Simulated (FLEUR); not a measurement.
A run of FLEUR MaX-R8.1 (later development tree) is set up as follows.

The input inp.xml:

```xml
<?xml version="1.0" encoding="UTF-8" standalone="no"?>
<fleurInput fleurInputVersion="0.39">
   <comment>
      NaF                                                                                                 
   </comment>
   <calculationSetup>
      <cutoffs Kmax="4.5" Gmax="13.9" GmaxXC="13.9" numbands="0"/>
      <scfLoop itmax="60" minDistance="0.00001" maxIterBroyd="15" imix="Anderson" alpha="0.05" precondParam="0.0" spinf="2.0" sdNocoIR="T"/>
      <coreElectrons ctail="T" frcor="F" kcrel="0" coretail_lmax="0"/>
      <xcFunctional name="wc" relativisticCorrections="F"/>
      <magnetism jspins="1"/>
      <soc l_soc="F" theta="0.0" phi="0.0" spav="F"/>
      <expertModes spex="0" secvar="F"/>
      <geometryOptimization l_f="F" forcealpha="1.0" forcemix="BFGS" epsdisp="0.00001" epsforce="0.00001"/>
      <ldaU l_linMix="F" mixParam="0.05" spinf="1.0"/>
   </calculationSetup>
   <cell>
      <bzIntegration valenceElectrons="16.0" mode="hist" fermiSmearingEnergy="0.00183747">
         <kPointListSelection listName="default-1"/>
         <!-- k-points included here -->
         <xi:include xmlns:xi="http://www.w3.org/2001/XInclude" href="kpts.xml"> </xi:include>
      </bzIntegration>
      <!-- symmetry operations included here -->
      <xi:include xmlns:xi="http://www.w3.org/2001/XInclude" href="sym.xml"> </xi:include>
      <bulkLattice scale="1.0">
         <bravaisMatrix>
            <row-1>    0.0000000000000000     4.3841646090719992     4.3841646090719992</row-1>
            <row-2>    4.3841646090719992     0.0000000000000000     4.3841646090719992</row-2>
            <row-3>    4.3841646090719992     4.3841646090719992     0.0000000000000000</row-3>
         </bravaisMatrix>
      </bulkLattice>
   </cell>
   <atomSpecies>
      <species name="Sodium (Na)" element="Na" atomicNumber="11">
         <mtSphere radius="2.18" gridPoints="721" logIncrement="0.016"/>
         <atomicCutoffs lmax="9" lnonsphr="7"/>
         <electronConfig flipSpins="F">
            <coreConfig>(1s1/2)</coreConfig>
            <valenceConfig>(2s1/2) (2p1/2) (2p3/2) (3s1/2)</valenceConfig>
            <stateOccupation state="(3s1/2)" spinUp="0.500000" spinDown="0.500000"/>
         </electronConfig>
         <energyParameters s="3" p="2" d="3" f="4"/>
         <lo type="SCLO" l="0" n="2" eDeriv="0"/>
         <lo type="HELO" l="1" n="3" eDeriv="0"/>
         <lo type="HELO" l="1" n="3" eDeriv="1"/>
         <lo type="SCLO" l="2" n="3" eDeriv="2"/>
         <lo type="SCLO" l="3" n="4" eDeriv="2"/>
      </species>
      <species name="Fluorine (F)" element="F" atomicNumber="9">
         <mtSphere radius="1.89" gridPoints="625" logIncrement="0.017"/>
         <atomicCutoffs lmax="8" lnonsphr="6"/>
         <electronConfig flipSpins="F">
            <coreConfig>(1s1/2)</coreConfig>
            <valenceConfig>(2s1/2) (2p1/2) (2p3/2)</valenceConfig>
            <stateOccupation state="(2p1/2)" spinUp="0.833333" spinDown="0.833333"/>
            <stateOccupation state="(2p3/2)" spinUp="1.666667" spinDown="1.666667"/>
         </electronConfig>
         <energyParameters s="2" p="2" d="3" f="4"/>
         <lo type="SCLO" l="0" n="2" eDeriv="2"/>
         <lo type="SCLO" l="1" n="2" eDeriv="2"/>
         <lo type="SCLO" l="2" n="3" eDeriv="2"/>
      </species>
   </atomSpecies>
   <atomGroups>
      <atomGroup species="Sodium (Na)">
         <relPos label="                   1">.0000000000 .0000000000 .0000000000</relPos>
         <force calculate="T" relaxXYZ="TTT"/>
      </atomGroup>
      <atomGroup species="Fluorine (F)">
         <relPos label="                   2">1.000/2.000 1.000/2.000 1.000/2.000</relPos>
         <force calculate="T" relaxXYZ="TTT"/>
      </atomGroup>
   </atomGroups>
   <output dos="F" band="F" slice="F">
      <checks vchk="F" cdinf="F"/>
      <bandDOS minEnergy="-.5*Htr" maxEnergy="0.5*Htr" sigma="0.015" storeEVData="T"/>
      <vacuumDOS vacdos="F" integ="F" star="F" nstars="0" locx1="0.0" locy1="0.0" locx2="0.0" locy2="0.0" nstm="0" tworkf="0.0"/>
      <unfoldingBand unfoldBand="F" supercellX="1" supercellY="1" supercellZ="1"/>
      <plotting iplot="0" polar="F">
         <plot TwoD="T" vec1="  1.0  0.0  0.0" vec2="  0.0  1.0  0.0" vec3="  0.0  0.0  1.0" zero="  0.0  0.0  0.0" file="plot"/>
      </plotting>
      <chargeDensitySlicing numkpt="0" minEigenval="0.0" maxEigenval="0.0" nnne="0" pallst="F"/>
      <specialOutput eonly="F"/>
      <moessbauerParams electricFieldGradient="T" isomerShift="T" coreHyperfine="T" valenceHyperfine="T"/>
      <magneticCircularDichroism mcd="F" energyLo="-10.0" energyUp="0.0"/>
   </output>
  <!-- We include the file relax.xml here to enable relaxations (see documentation) -->
  <xi:include xmlns:xi="http://www.w3.org/2001/XInclude" href="relax.xml"> <xi:fallback/> </xi:include>
</fleurInput>
```

The input crystal.txt:

```
NaF
&input cartesian=F /
0.0000000000  2.3200000000  2.3200000000
2.3200000000  0.0000000000  2.3200000000
2.3200000000  2.3200000000  0.0000000000
1.8897261246
1.0 1.0 1.0

2
11 0.0000000000  0.0000000000  0.0000000000
9 0.5000000000  0.5000000000  0.5000000000

&kpt div1=10 div2=10 div3=10 gamma=T /
```

inp.xml (bands)

```
<?xml version="1.0" encoding="UTF-8" standalone="no"?>
<fleurInput fleurInputVersion="0.39">
   <comment>
      NaF                                                                                                 
   </comment>
   <calculationSetup>
      <cutoffs Kmax="4.5" Gmax="13.9" GmaxXC="13.9" numbands="0"/>
      <scfLoop itmax="60" minDistance="0.00001" maxIterBroyd="15" imix="Anderson" alpha="0.05" precondParam="0.0" spinf="2.0" sdNocoIR="T"/>
      <coreElectrons ctail="T" frcor="F" kcrel="0" coretail_lmax="0"/>
      <xcFunctional name="wc" relativisticCorrections="F"/>
      <magnetism jspins="1"/>
      <soc l_soc="F" theta="0.0" phi="0.0" spav="F"/>
      <expertModes spex="0" secvar="F"/>
      <geometryOptimization l_f="F" forcealpha="1.0" forcemix="BFGS" epsdisp="0.00001" epsforce="0.00001"/>
      <ldaU l_linMix="F" mixParam="0.05" spinf="1.0"/>
   </calculationSetup>
   <cell>
      <bzIntegration valenceElectrons="16.0" mode="hist" fermiSmearingEnergy="0.00183747">
         <kPointListSelection listName="path-1"/>
         <!-- k-points included here -->
         <xi:include xmlns:xi="http://www.w3.org/2001/XInclude" href="kpts.xml"> </xi:include>
      </bzIntegration>
      <!-- symmetry operations included here -->
      <xi:include xmlns:xi="http://www.w3.org/2001/XInclude" href="sym.xml"> </xi:include>
      <bulkLattice scale="1.0">
         <bravaisMatrix>
            <row-1>    0.0000000000000000     4.3841646090719992     4.3841646090719992</row-1>
            <row-2>    4.3841646090719992     0.0000000000000000     4.3841646090719992</row-2>
            <row-3>    4.3841646090719992     4.3841646090719992     0.0000000000000000</row-3>
         </bravaisMatrix>
      </bulkLattice>
   </cell>
   <atomSpecies>
      <species name="Sodium (Na)" element="Na" atomicNumber="11">
         <mtSphere radius="2.18" gridPoints="721" logIncrement="0.016"/>
         <atomicCutoffs lmax="9" lnonsphr="7"/>
         <electronConfig flipSpins="F">
            <coreConfig>(1s1/2)</coreConfig>
            <valenceConfig>(2s1/2) (2p1/2) (2p3/2) (3s1/2)</valenceConfig>
            <stateOccupation state="(3s1/2)" spinUp="0.500000" spinDown="0.500000"/>
         </electronConfig>
         <energyParameters s="3" p="2" d="3" f="4"/>
         <lo type="SCLO" l="0" n="2" eDeriv="0"/>
         <lo type="HELO" l="1" n="3" eDeriv="0"/>
         <lo type="HELO" l="1" n="3" eDeriv="1"/>
         <lo type="SCLO" l="2" n="3" eDeriv="2"/>
         <lo type="SCLO" l="3" n="4" eDeriv="2"/>
      </species>
      <species name="Fluorine (F)" element="F" atomicNumber="9">
         <mtSphere radius="1.89" gridPoints="625" logIncrement="0.017"/>
         <atomicCutoffs lmax="8" lnonsphr="6"/>
         <electronConfig flipSpins="F">
            <coreConfig>(1s1/2)</coreConfig>
            <valenceConfig>(2s1/2) (2p1/2) (2p3/2)</valenceConfig>
            <stateOccupation state="(2p1/2)" spinUp="0.833333" spinDown="0.833333"/>
            <stateOccupation state="(2p3/2)" spinUp="1.666667" spinDown="1.666667"/>
         </electronConfig>
         <energyParameters s="2" p="2" d="3" f="4"/>
         <lo type="SCLO" l="0" n="2" eDeriv="2"/>
         <lo type="SCLO" l="1" n="2" eDeriv="2"/>
         <lo type="SCLO" l="2" n="3" eDeriv="2"/>
      </species>
   </atomSpecies>
   <atomGroups>
      <atomGroup species="Sodium (Na)">
         <relPos label="                   1">.0000000000 .0000000000 .0000000000</relPos>
         <force calculate="T" relaxXYZ="TTT"/>
      </atomGroup>
      <atomGroup species="Fluorine (F)">
         <relPos label="                   2">1.000/2.000 1.000/2.000 1.000/2.000</relPos>
         <force calculate="T" relaxXYZ="TTT"/>
      </atomGroup>
   </atomGroups>
   <output dos="F" band="T" slice="F">
      <checks vchk="F" cdinf="F"/>
      <bandDOS minEnergy="-.5*Htr" maxEnergy="0.5*Htr" sigma="0.015" storeEVData="T"/>
      <vacuumDOS vacdos="F" integ="F" star="F" nstars="0" locx1="0.0" locy1="0.0" locx2="0.0" locy2="0.0" nstm="0" tworkf="0.0"/>
      <unfoldingBand unfoldBand="F" supercellX="1" supercellY="1" supercellZ="1"/>
      <plotting iplot="0" polar="F">
         <plot TwoD="T" vec1="  1.0  0.0  0.0" vec2="  0.0  1.0  0.0" vec3="  0.0  0.0  1.0" zero="  0.0  0.0  0.0" file="plot"/>
      </plotting>
      <chargeDensitySlicing numkpt="0" minEigenval="0.0" maxEigenval="0.0" nnne="0" pallst="F"/>
      <specialOutput eonly="F"/>
      <moessbauerParams electricFieldGradient="T" isomerShift="T" coreHyperfine="T" valenceHyperfine="T"/>
      <magneticCircularDichroism mcd="F" energyLo="-10.0" energyUp="0.0"/>
   </output>
  <!-- We include the file relax.xml here to enable relaxations (see documentation) -->
  <xi:include xmlns:xi="http://www.w3.org/2001/XInclude" href="relax.xml"> <xi:fallback/> </xi:include>
</fleurInput>
```

Potentials or basis: all-electron, FLAPW.

The run is started by

```sh
$ inpgen -f crystal.txt -profile fastHighL
$ # inp.xml edited to the form shown
$ fleur_MPI
$ fleur_MPI   # second run, on inp.xml (bands)
```

Estimate the band gap along the path.

6.24 eV, direct.

Predict the band gap on the k mesh.

6.24 eV, direct.

Levels at the corners of the path, in eV from the valence-band top:
```tsv
point	band 6	band 7	band 8	band 9	band 10	band 11
Γ	0.00	0.00	0.00	6.24	18.89	18.89
X	-1.28	-0.41	-0.41	13.02	13.18	13.60
W	-0.88	-0.88	-0.57	13.09	13.09	15.20
K	-1.06	-0.83	-0.37	12.71	13.10	14.70
Γ	0.00	0.00	0.00	6.24	18.89	18.89
L	-1.59	-0.25	-0.25	10.67	12.38	20.03
U	-1.06	-0.83	-0.37	12.71	13.10	14.70
W	-0.88	-0.88	-0.57	13.09	13.09	15.20
L	-1.59	-0.25	-0.25	10.67	12.38	20.03
K	-1.06	-0.83	-0.37	12.71	13.10	14.70
U	-1.06	-0.83	-0.37	12.71	13.10	14.70
X	-1.28	-0.41	-0.41	13.02	13.18	13.60
```
